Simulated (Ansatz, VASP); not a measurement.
Given: the input of a run of Ansatz 0.2.0 on Ca.

File input.yaml:

```yaml
crystal:
  lattice:
    - [3.48865634, 0.0, 0.0]
    - [0.0, 3.48865634, 0.0]
    - [0.0, 0.0, 3.48865634]
  atoms:
    - { symbol: Ca, position: [0.0, 0.0, 0.0] }
hamiltonian:
  xc: pbe
  pseudopotentials: { kind: paw }
kpoints:
  mp_grid: { grid: [8, 8, 8] }
scf:
  occupations: { method: fermi_dirac, width: 0.05 }
output:
  forces: true
  stress: true
  eigenvalues: true
```

Potentials or basis: Ansatz PAW.

Launch:

```console
$ ansatz run input.yaml --threads 2 --pin off --max-ram 5120MiB --backend cpu --events-out ev --progress --plain --runs-dir out
```

Translate it to VASP 6.6.1. Potentials there: VASP PAW PBE potentials, release 64 (Ca_sv).

As run (the cutoff follows the program's own potentials):

File INCAR:

```
SYSTEM = Ca
PREC = Accurate
ENCUT = 520
EDIFF = 1E-7
ISMEAR = -1
SIGMA = 0.05
LREAL = .False.
LASPH = .True.
NELM = 60
ALGO = Normal
ISIF = 2
LWAVE = .False.
LCHARG = .True.
GGA = PE
LELF = .True.
LVHAR = .True.
NBANDS = 11
```

KPOINTS

```
Automatic mesh
0
Gamma
  8 8 8
  0 0 0
```

Contents of POSCAR:

```
Ca
1.0
    3.4886563400      0.0000000000      0.0000000000
    0.0000000000      3.4886563400      0.0000000000
    0.0000000000      0.0000000000      3.4886563400
Ca
1
Direct
    0.0000000000      0.0000000000      0.0000000000
```

Potentials or basis: VASP PAW PBE potentials, release 64 (Ca_sv).

Command:

```bash
$ cat potpaw_PBE.64/Ca_sv/POTCAR > POTCAR
$ mpirun -np 1 vasp_std > vasp.out
```

Both were run:

|  | VASP | Ansatz | Ansatz less VASP |
| --- | --- | --- | --- |
| gap on the k mesh at the Fermi level (eV) | none | none | - |
| pressure (GPa) | 0.4 | 0.4 | -0.01 |

A gap of «none» marks a metal or a gap that the smearing closes. The functional is the same, so the differences come from potentials, cutoffs and numerics.
